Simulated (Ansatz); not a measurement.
# AlN (rocksalt type): the cost of one run

Method: DFT LDA, with the methods named in each step, in Ansatz 0.2.0.

## (1) The structure to begin with

It takes space group Fm-3m (No. 225, cubic). The conventional cell has a = 4.309 Å, b = 4.309 Å, c = 4.309 Å, α = 90.00°, β = 90.00°, γ = 90.00°. Al (site symmetry m-3m) has 6 N at 2.15 Å as nearest neighbours. N (site symmetry m-3m) is surrounded by 6 Al at 2.15 Å.

Structure file:

```
CELL_PARAMETERS angstrom
0.00000 2.15443 2.15443
2.15443 0.00000 2.15443
2.15443 2.15443 0.00000
ATOMIC_POSITIONS crystal
Al 0.00000 0.00000 0.00000
N 0.50000 0.50000 0.50000
```

Whether this phase is the stable one at these pressures isn't tested.

Atoms are numbered in the order of the input: Al1, N2.

## (2) Cell relaxed at zero pressure, PAW

input.yaml reads:

```yaml
crystal:
  lattice:
    - [0.0, 2.15443469, 2.15443469]
    - [2.15443469, 0.0, 2.15443469]
    - [2.15443469, 2.15443469, 0.0]
  atoms:
    - { symbol: Al, position: [0.0, 0.0, 0.0] }
    - { symbol: "N", position: [0.5, 0.5, 0.5] }
kpoints:
  mp_grid: { grid: [15, 15, 15] }
scf:
  occupations: { method: fermi_dirac, width: 0.1 }
hamiltonian:
  xc: lda
  pseudopotentials: { kind: paw }
output:
  forces: true
  stress: true
relax:
  f_tol: 0.005
  max_steps: 40
  cell: {}
```

The run is started by

```console
> ansatz run input.yaml --threads 1 --pin off --max-ram 2048MiB --backend cpu --events-out ev --progress --plain --runs-dir out
```

Q: Estimate wall time and peak memory on 1 thread of Arm Neoverse V1, shared host.

About 11 s, with a peak of 0.26 GiB.
